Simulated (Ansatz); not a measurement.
The system is Ir.

```
Ir
1.0
     0.00000    1.91560    1.91560
     1.91560    0.00000    1.91560
     1.91560    1.91560    0.00000
Ir
1
Direct
  0.00000 0.00000 0.00000
```

* Program: Ansatz 0.2.0
* Task: relaxation of cell and atoms
* Functional: B3LYP
* Potentials or basis: Ansatz PAW
* Cutoff: 420 eV (not typed: the program's choice for these potentials)
* k mesh: 6 × 6 × 6
* Occupations: fermi-dirac, width 0.05 eV
* Spin: no spin polarisation

At the start: volume 14.06 Å³/atom.

Q: How do energy, volume and symmetry change on relaxing?

A: It ends after 5 steps and the volume is 14.70 Å³/atom (+4.6 %); space group Fm-3m (No. 225, to 0.05 Å).

Step by step:
| step | energy change (eV) | largest force (eV/Å) | volume (Å³) |
| --- | --- | --- | --- |
| 1 | 0.0000 | 0.0000 | 14.06 |
| 2 | -0.0313 | 0.0000 | 14.80 |
| 3 | -0.0320 | 0.0000 | 14.71 |
| 4 | -0.0320 | 0.0000 | 14.70 |
| 5 | -0.0323 | 0.0000 | 14.70 |

Final structure:
```
Ir
1.0
     0.00000    1.94435    1.94435
     1.94435    0.00000    1.94435
     1.94435    1.94435    0.00000
Ir
1
Cartesian
  0.0000 0.0000 0.0000
```

Caveat: the k mesh is coarse (spacing up to 0.47 Å⁻¹), so the values aren't converged, least of all with exact exchange; the plane-wave basis is chosen anew once the cell has moved, so the energies of steps on either side of that aren't comparable; the PAW data sets come from PBE, with cores solved anew for the run's functional, which leaves a small shift of forces and pressure.
